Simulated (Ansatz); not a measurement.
Set up this calculation in Ansatz 0.2.0, as the native input.

| Quantity | Value |
| --- | --- |
| Task | band structure |
| Functional | PBEsol |
| Potentials or basis | all-electron LAPW, relativistic spinors |
| Cutoff | 311 eV (chosen from the basis error) |
| Basis error allowed | 0.001 eV/atom |
| k mesh | 6 × 6 × 6 |
| Occupations | fermi-dirac, width 0.05 eV |
| Spin | spin-orbit coupling, no magnetisation |

ZnSe (Stilleite):

```
Se Zn
1.0
     0.00000    2.83380    2.83380
     2.83380    0.00000    2.83380
     2.83380    2.83380    0.00000
Se Zn
1 1
Direct
  0.75000 0.75000 0.75000
  0.00000 0.00000 0.00000
```

The input as run:

input.yaml

```yaml
crystal:
  lattice:
    - [0.0, 2.8338, 2.8338]
    - [2.8338, 0.0, 2.8338]
    - [2.8338, 2.8338, 0.0]
  atoms:
    - { symbol: Se, position: [0.75, 0.75, 0.75] }
    - { symbol: Zn, position: [0.0, 0.0, 0.0] }
kpoints:
  mp_grid: { grid: [6, 6, 6] }
  band_path:
    path:
      - [0.0, 0.0, 0.0]
      - [0.5, 0.0, 0.5]
      - [0.5, 0.25, 0.75]
      - [0.375, 0.375, 0.75]
      - [0.0, 0.0, 0.0]
      - [0.5, 0.5, 0.5]
      - [0.625, 0.25, 0.625]
      - [0.5, 0.25, 0.75]
    npoints: 12
scf:
  occupations: { method: fermi_dirac, width: 0.05 }
hamiltonian:
  xc: pbesol
  pseudopotentials: { kind: all_electron, lapw: { basis_error: 0.001 } }
magnetization:
  noncollinear: true
  spin_orbit: true
output:
  forces: true
  stress: true
  eigenvalues: true
```

Potentials or basis: all-electron LAPW, relativistic spinors.

Command:

```console
$ ansatz run input.yaml --threads 1 --pin off --max-ram 3072MiB --backend cpu --events-out ev --progress --plain --runs-dir out
```

It gave:

```json
{"Pressure": "-1.1 GPa", "Band gap on the k mesh": "1.04 eV, direct", "Band gap along the path": "1.04 eV, direct"}
```

Wall time 120 s on 1 thread of Arm Neoverse V1, on a shared host, peak memory 0.42 GiB.
